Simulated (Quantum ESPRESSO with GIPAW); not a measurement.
# 67Zn shielding of ZnS under strain

The database entry behind the starting cell differs from later determinations by our own check (about 0.1 % short), so it need not match the best structure at ambient conditions.

GIPAW runs (PBEsol, plane-wave PAW from pslibrary 1.0.0 recipes, cutoffs 55 and 330 Ry, one 9×9×9 mesh for all shielding runs; Quantum ESPRESSO with GIPAW, a patched development version; no spin-orbit coupling, no macroscopic shape term) on ZnS, space group F-43m before straining. The cell below is strained along the z axis of the cell given, with the other two held, and the atoms were let relax in pw.x at each strain but kept their fractional coordinates.

```
Zn S
1.0
     0.00000    2.70200    2.70200
     2.70200    0.00000    2.70200
     2.70200    2.70200    0.00000
Zn S
1 1
Direct
  0.25000 0.25000 0.25000
  0.00000 0.00000 0.00000
```

The cell is an entry of the Crystallography Open Database; it need not be the form that is stable at ambient conditions.

The bonds are those of Zn (atom 1; ZnS4). One row is withheld.

| strain (%) | mean bond (Å) | σ_iso Zn (ppm) | σ_iso S (ppm) | span Zn (ppm) |
| --- | --- | --- | --- | --- |
| -2 | 2.3245 | 1181.95 | 589.57 | 5.5 |
| -1.5 | 2.3284 | 1189.62 | 586.52 | 4.1 |
| -1 | 2.3322 | 1197.32 | 583.39 | 2.7 |
| 0 | 2.3400 | 1212.84 | 576.85 | 0.0 |
| +0.5 | 2.3439 | 1220.64 | 573.48 | 1.3 |
| +1 | 2.3478 | ? | ? | ? |
| +2 | 2.3557 | 1244.24 | 562.76 | 5.0 |

**Task.** Fit σ_iso of Zn against strain, judge whether a straight line is enough, and predict the withheld row at +1 %.

1. With n = 6: Σx = -2.000, Σy = 7246.61, Σx² = 11.5000, Σxy = -2246.850.

2. Slope b = (nΣxy − ΣxΣy)/(nΣx² − (Σx)²) = 15.57 ppm per %, intercept a = (Σy − bΣx)/n = 1212.96 ppm.

3. Residuals (run less line), in the order of the table: +0.13, +0.02, -0.07, -0.12, -0.10, +0.14 ppm. They bend in one sense; the largest is 0.2 % of the range of σ, so a line serves for most purposes and a parabola takes up the rest: σ = 1212.84 + 15.574 x + 0.065 x², with residuals of 0.01 ppm or less.

4. At +1 % (inside the fitted range) the line gives 1228.53 ppm and the parabola 1228.47 ppm.

5. The run gives:

```csv
strain (%),mean bond (Å),σ_iso Zn (ppm),σ_iso S (ppm),span Zn (ppm)
+1,2.3478,1228.49,569.99,2.6
```

Prediction less run: the line misses by +0.04 ppm, the parabola by -0.02 ppm. By the parabola, a strain of +1 % changes σ of Zn by +15.64 ppm and one of −1 % by -15.51 ppm; the mean slope is +15.57 ppm per %, or 20 ppm for 0.01 Å of mean bond length. The shift moves the opposite way, scaled by the slope of a reference line. Over the table σ of S goes from 589.57 to 562.76 ppm. Zero strain is the database's lattice, not this functional's rest cell, and neither cutoff nor mesh was tested for the slopes. The omitted shape term, common to all sites, changes with strain too. This build of gipaw.x prints that it is not audited and that its numbers are no references by themselves. 67Zn is quadrupolar, so a real line also moves with the field gradient, which is not computed here.

[Banner, clock, file and message-heading lines were taken out of the pw.x and gipaw.x logs.]

[Logs are printed without paths, hosts, clocks, repeated set-up lines and the standing remarks that a program may print on its own settings, such as how far it seeks lower states.]

[Hosts, paths, dates, database ids (printed as entryN), source tags and the programs' standing remarks are cut or masked in the printed files.]
